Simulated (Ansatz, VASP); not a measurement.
Two plane-wave programs on GaN

POSCAR

```
GaN
1.0
    3.2186213459      0.0000000000      0.0000000000
   -1.6093106730      2.7874078507      0.0000000000
    0.0000000000      0.0000000000      5.2435339944
Ga N
2 2
Direct
    0.6666666667      0.3333333333      0.4991368701
    0.3333333333      0.6666666667      0.9991368701
    0.6666666667      0.3333333333      0.8758631301
    0.3333333333      0.6666666667      0.3758631300
```

The input INCAR.step1:

```
SYSTEM = GaN
PREC = Accurate
ENCUT = 520
ISMEAR = -1
SIGMA = 0.01
LREAL = .FALSE.
LASPH = .TRUE.
NELM = 100
NBANDS = 26
GGA = PE
ALGO = Normal
EDIFF = 1E-4
LWAVE = .TRUE.
LCHARG = .FALSE.
```

The input INCAR.step2:

```
SYSTEM = GaN
PREC = Accurate
ENCUT = 520
EDIFF = 1E-7
ISMEAR = -1
SIGMA = 0.01
LREAL = .FALSE.
LASPH = .TRUE.
NELM = 100
ALGO = Normal
ISIF = 2
LWAVE = .FALSE.
LCHARG = .FALSE.
METAGGA = R2SCAN
LMIXTAU = .TRUE.
NBANDS = 26
ISTART = 1
```

Contents of KPOINTS:

```
Automatic mesh
0
G
  10 10 5
  0 0 0
```

Input for Ansatz:

```yaml
crystal:
  lattice:
    - [3.2186213459, 0.0, 0.0]
    - [-1.609310673, 2.7874078507, 0.0]
    - [0.0, 0.0, 5.2435339944]
  atoms:
    - { symbol: Ga, position: [0.6666666667, 0.3333333333, 0.4991368701] }
    - { symbol: Ga, position: [0.3333333333, 0.6666666667, 0.9991368701] }
    - { symbol: "N", position: [0.6666666667, 0.3333333333, 0.8758631301] }
    - { symbol: "N", position: [0.3333333333, 0.6666666667, 0.37586313] }
basis:
  ecutwfc: 500.0
  ecutrho_ratio: 4
  xc_grid: 2
  precision: f64
hamiltonian:
  xc: r2scan
  pseudopotentials: { kind: paw, azcp: { folder: soft_1 } }
scf:
  max_iter: 100
  self_checks: high
  occupations: { method: fermi_dirac, width: 0.01 }
kpoints:
  mp_grid: { grid: [10, 10, 5] }
  band_path: { path: [VBM, CBM], npoints: 1 }
checkpoint:
  write: "../edges.r2scan.run"
  compress: false
  write_wavefunctions: true
  write_every: 100000
```

The cell is a database's computed one.

Alike in both runs: task single point; functional r2SCAN; k mesh 10 × 10 × 5; occupations fermi-dirac, width 0.01 eV; no spin polarisation.

```csv
,VASP,Ansatz
version,VASP 6.6.1,Ansatz 0.2.0
potentials or method,"VASP PAW PBE potentials, release 64 (Ga_d, N)",plane-wave PAW DFT
plane-wave cutoff (eV),520,500
valence electrons in the cell,36,36
```

VASP gave:

```
gap on the k mesh at the Fermi level (eV) : 2.11
```

Task: What did Ansatz give for the same quantities?

Result: gap on the k mesh at the Fermi level (eV): 2.12.

Caveats: the PAW data sets were made with another functional, which shifts forces and pressure a little (VASP). r2SCAN opens gaps a little over a GGA but as a rule still falls short of measured ones.
